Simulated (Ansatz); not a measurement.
The system is P.

```
CELL_PARAMETERS angstrom
1.64774 -5.46504 0.00000
1.64774 5.46504 0.00000
0.00000 0.00000 4.54364
ATOMIC_POSITIONS crystal
P 0.90414 0.09586 0.58882
P 0.09586 0.90414 0.41118
P 0.59586 0.40414 0.08882
P 0.40414 0.59586 0.91118
```

Base run:

```yaml
Program: Ansatz 0.2.0
Functional: PBEsol0
Potentials_or_basis: Ansatz PAW
Cutoff: 420 eV
Density_cutoff: 1680 eV
k_mesh: 5 × 5 × 4
Occupations: fermi-dirac, width 0.05 eV
Spin: no spin polarisation
```

Its results: band gap on the k mesh 1.60 eV, direct; largest force 0.161 eV/Å.

Q: After a change of settings the same cell gave: band gap on the k mesh 0.49 eV, direct; largest force 0.355 eV/Å. Which change was it?
A. functional from PBEsol0 to PBE0; k mesh from 5 × 5 × 4 to 4 × 4 × 3
B. functional from PBEsol0 to r2SCAN0; cutoff from 420 eV to 500 eV; density cutoff from 1680 eV to 2000 eV; k mesh from 5 × 5 × 4 to 4 × 4 × 3
C. functional from PBEsol0 to PBE0; k mesh from 5 × 5 × 4 to 6 × 6 × 4
D. functional from PBEsol0 to RPBE

A: D.

PBEsol0 gives the wider gap, since exact exchange removes part of the self-interaction.

Caveats: odd divisions of the mesh miss points on the zone boundary, where band edges often lie, so the gap on the mesh can be too wide; the PAW data sets come from PBE, with cores solved anew for the run's functional, which leaves a small shift of forces and pressure; the potentials were made for another functional, which shifts forces and pressure (some runs); the density of states is complete only up to the lowest level of the last band computed (some runs).

Not every run made on this cell is shown here.
